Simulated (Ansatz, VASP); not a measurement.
## PbS in VASP and in Ansatz

```
Pb S
1.0
     2.12665    1.22782    3.47478
    -2.12665    1.22782    3.47478
     0.00000   -2.45565    3.47478
Pb S
1 1
Cartesian
  0.0000 0.0000 10.2217
  0.0000 0.0000 4.9519
```

Change from the starting cell: volume scaled by 1.02.

Alike in both runs: task single point; functional PBE; k mesh 8 × 8 × 8; occupations fermi-dirac, width 0.05 eV; no spin polarisation.

```csv
,VASP,Ansatz
version,VASP 6.6.1,Ansatz 0.2.0
potentials or method,"VASP PAW PBE potentials, release 64 (Pb_d, S)",Ansatz PAW
plane-wave cutoff (eV),520,420
valence electrons in the cell,20,20
```

```tsv
	VASP	Ansatz	Ansatz less VASP
gap on the k mesh at the Fermi level (eV)	0.52	0.52	-0.006
least direct gap on the mesh (eV)	0.52	0.52	-0.006
pressure (GPa)	-0.2	-0.2	+0.07
rms of the force components (eV/Å)	0.005	0.005	-0.0003
```

Atom by atom the forces differ by 0.000 eV/Å (rms over components).

Caveats: spin-orbit coupling is left out, which as a rule narrows the gap of such compounds by several tenths of an eV. A k mesh can miss the band edges.
